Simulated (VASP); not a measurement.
Write the native input for VASP 6.6.1 that does the following.

```
Task                   : single point
Functional             : PBE
Dispersion             : D3(BJ)
Potentials or basis    : VASP PAW PBE potentials, release 64 (B, N)
Cutoff                 : 520 eV
k mesh                 : 1 × 1 × 1
Occupations            : gaussian, width 0.01 eV
Spin                   : no spin polarisation
Dipole correction      : no
Further INCAR settings : ALGO = Normal; EDIFF = 1e-07; NBANDS = 41
```

The structure of BN lies in POSCAR:

```
BN
1.0
   -3.7591707205     -0.7234527425     -3.2948837584
    1.2530569068      3.6172637124     -3.2948837584
    2.5061138137     -2.8938109699     -3.2948837584
B N
7 7
Direct
    0.7145881702      0.4288738845      0.8574453131
    0.8574453131      0.7145881702      0.4288738845
    0.5717310274      0.1431595988      0.2860167416
    0.4288738845      0.8574453131      0.7145881702
    0.1431595988      0.2860167416      0.5717310274
    0.2860167416      0.5717310274      0.1431595988
    0.0003024559      0.0003024559      0.0003024559
    0.3815502584      0.0958359726      0.5244074012
    0.5244074012      0.3815502584      0.0958359726
    0.2386931155      0.8101216869      0.9529788298
    0.0958359726      0.5244074012      0.3815502584
    0.8101216869      0.9529788298      0.2386931155
    0.9529788298      0.2386931155      0.8101216869
    0.6672645441      0.6672645441      0.6672645441
```

The cell is a database's computed one.

The cell isn't the ideal one: the perfect crystal in a cell of 14 atoms.

The input as run:

INCAR

```
SYSTEM = BN
ALGO = Normal
EDIFF = 1E-7
ENCUT = 520
GGA = PE
ISIF = 2
ISMEAR = 0
IVDW = 12
LASPH = .TRUE.
LCHARG = .FALSE.
LREAL = .FALSE.
LWAVE = .FALSE.
NBANDS = 41
NELM = 100
PREC = Accurate
SIGMA = 0.01
```

KPOINTS

```
k-points
0
G
  1 1 1
  0 0 0
```

Potentials or basis: VASP PAW PBE potentials, release 64 (B, N).

Command:

```bash
$ cat potpaw_PBE.64/B/POTCAR potpaw_PBE.64/N/POTCAR > POTCAR
$ mpirun -np 1 vasp_gam > vasp.out
```

Results of the run:

The pressure is -7.3 GPa. The largest force is 0.064 eV/Å. The band gap on the k mesh is 6.75 eV and the dispersion energy per atom is -0.142 eV.

Caveat: the k mesh is coarse (spacing up to 1.27 Å⁻¹), so the values aren't converged; an odd mesh through Γ misses points on the zone boundary, where band edges often lie.

Run time: 6.6 s on 1 thread of AMD EPYC 9R45 96-Core Processor (Zen 5) (shared host), peak memory 0.2 GiB.
